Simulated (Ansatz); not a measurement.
An Ansatz input and the part of its output that reports the observables at the nuclei.

The cell is a structure deposited in the COD, relaxed with PBE at fixed cell and then changed (z stretched by 1 %, ions relaxed).

```yaml
crystal:
  lattice:
    - [0.0, 2.703, 2.73003]
    - [2.703, 0.0, 2.73003]
    - [2.703, 2.703, 0.0]
  atoms:
    - { symbol: Si, position: [0.25, 0.25, 0.25] }
    - { symbol: Si, position: [0.75, 0.75, 0.75] }
    - { symbol: Ni, position: [0.0, 0.0, 0.0], spin: 1.5 }
magnetization:
  spin_polarized: true
kpoints:
  mp_grid: { grid: [15, 15, 15] }
scf:
  occupations: { method: fermi_dirac, width: 0.05 }
hamiltonian:
  xc: pbe
  pseudopotentials: { kind: paw }
output:
  forces: true
  stress: true
  populations: true
  efg: { quadrupole_moments_barn: { Ni: 0.162 }, contact_densities: true }
relax:
  f_tol: 0.02
  max_steps: 60
```

```sh
ansatz run input.yaml --threads 1 --pin off --max-ram 3072MiB --backend cpu --events-out ev --progress --plain --runs-dir out
```

The run relaxes the ions first, and the block belongs to the relaxed positions.

Of the output, the block on the nuclei alone is shown; the set-up, the SCF iterations, energies, forces and stress are cut. One atom of each set with nearly equal values is shown.

```
--- PAW observables at the nuclei: V_zz in 10²¹ V/m², potentials from the cell's mean, atoms counted from 1 ---
  atom   1  Si V_zz =    +0.046644   η = 0.0000   by run symmetry: allowed
            electrostatic potential = -1363.708374 V   contact ρ = 12811.194346 e/Å³   contact ρ_s (e/Å³): all electrons -0.000004, valence -0.000004
  atom   3  Ni V_zz =    -0.027992   η = 0.0000   by run symmetry: allowed   C_q = -0.1097 MHz
            electrostatic potential = -3570.839101 V   contact ρ = 130412.515013 e/Å³   contact ρ_s (e/Å³): all electrons +0.000004, valence +0.000002
```

The relaxation (1 step) took 47 s of wall time (47 s of CPU time) and 0.68 GiB at its peak, on 1 thread of Arm Neoverse V1 (aarch64; 8 cores open to the job, memory cap 3.0 GiB, no GPU), a shared host with a load of 1.0 a core.

The run finds no gap above 0.1 eV (a metal, or nearly one), so the gradients can move by 10 % or more with the k-mesh. The start moments die out, and the run ends without spin.
